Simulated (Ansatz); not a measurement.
**Field gradients at the nuclei in HfO2**

The cell is a COD entry.

```
Hf O
1.0
     5.05980    0.00000    0.00000
     0.00000   10.01720    0.00000
     0.00000    0.00000    5.22760
Hf O
8 16
Direct
  0.74660 0.88410 0.96560
  0.24660 0.61590 0.03440
  0.25340 0.38410 0.53440
  0.75340 0.11590 0.46560
  0.25340 0.11590 0.03440
  0.75340 0.38410 0.96560
  0.74660 0.61590 0.46560
  0.24660 0.88410 0.53440
  0.86200 0.79600 0.62000
  0.36200 0.70400 0.38000
  0.13800 0.29600 0.88000
  0.63800 0.20400 0.12000
  0.13800 0.20400 0.38000
  0.63800 0.29600 0.62000
  0.86200 0.70400 0.12000
  0.36200 0.79600 0.88000
  0.51000 0.97700 0.25000
  0.01000 0.52300 0.75000
  0.49000 0.47700 0.25000
  0.99000 0.02300 0.75000
  0.49000 0.02300 0.75000
  0.99000 0.47700 0.25000
  0.51000 0.52300 0.75000
  0.01000 0.97700 0.25000
```

Atoms are numbered from 1 in the order listed; like atoms form one site, named after its first atom.

The numbers come from a DFT calculation in Ansatz (PBE, plane waves and PAW, scalar-relativistic, 420 eV cutoff, Γ-centred 5×3×5 k-points, Fermi–Dirac smearing 0.02 eV).

C_Q = eQV_zz/h, which is 24.18 MHz for Q = 1 b and V_zz = 10²¹ V/m²; η = (V_xx − V_yy)/V_zz. Directions are in the Cartesian axes of the cell vectors above, for the atom listed; none is given where the gradient is under 0.02 or η is above 0.95.

Problem. Give the quadrupolar parameters of the distinct sites.

Solution. 

```
site  first atom                                    first shell  V_zz (10²¹ V/m²)     η  direction of V_zz (x, y, z)
  Hf           1                             7 O at 2.06–2.21 Å             14.60  0.46               0.97 0.26 0.03
  O9           9  3 Hf at 2.06–2.18 Å; also 2 Hf at 3.27–3.35 Å             -2.92  0.81             -0.21 0.73 -0.64
 O17          17                            4 Hf at 2.12–2.21 Å             -1.65  0.74               0.96 0.22 0.17
```

At this cell the PBE pressure is 5 GPa, so with PBE the cell would grow if it were relaxed. The largest force is 1.3 eV/Å, so the atoms aren't at the calculated equilibrium and relaxing them would move these values. Without spin–orbit coupling the gradients at and beside Hf can be off by some per cent, at some sites by more.
